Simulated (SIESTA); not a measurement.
FeNi3 (Awaruite):

```
CELL_PARAMETERS angstrom
3.54500 0.00000 0.00000
0.00000 3.54500 0.00000
0.00000 0.00000 3.54500
ATOMIC_POSITIONS crystal
Ni 0.50000 0.50000 0.00000
Ni 0.50000 0.00000 0.50000
Ni 0.00000 0.50000 0.50000
Fe 0.00000 0.00000 0.00000
```

Program: SIESTA 5.4.2. Alike in all runs: task band structure; spin collinear, ferromagnetic start; cell as given; k mesh 8 × 8 × 8; smearing fermi-dirac 0.05 eV; grid cutoff 800 Ry; energy shift 0.003 Ry.

Task: Order these runs on this cell by their pressure, lowest first.
A. level PBEsol; potentials or basis PseudoDojo 0.4 standard (PBEsol files), TZDP (energy shift 0.003 Ry; two zetas on semicore shells)
B. level PBEsol; potentials or basis PseudoDojo 0.4 standard (PBEsol files), SZP (energy shift 0.003 Ry)
C. level LDA; potentials or basis PseudoDojo 0.4 standard (LDA files), DZP (energy shift 0.003 Ry; two zetas on semicore shells)
D. level PBEsol; potentials or basis PseudoDojo 0.4 standard (PBEsol files), DZ (energy shift 0.003 Ry; two zetas on semicore shells)
E. level PBEsol; potentials or basis PseudoDojo 0.4 standard (PBEsol files), SZ (energy shift 0.003 Ry)

Result: D (-22.1 GPa), C (-18.1 GPa), A (-10.3 GPa), B (-2.6 GPa), E (17.6 GPa).

Caveats: short orbitals over semicore shells can move pressures by several GPa; the basis of atomic orbitals isn't converged, which shifts pressures, moduli and gaps; the basis has no polarisation orbitals (some runs).
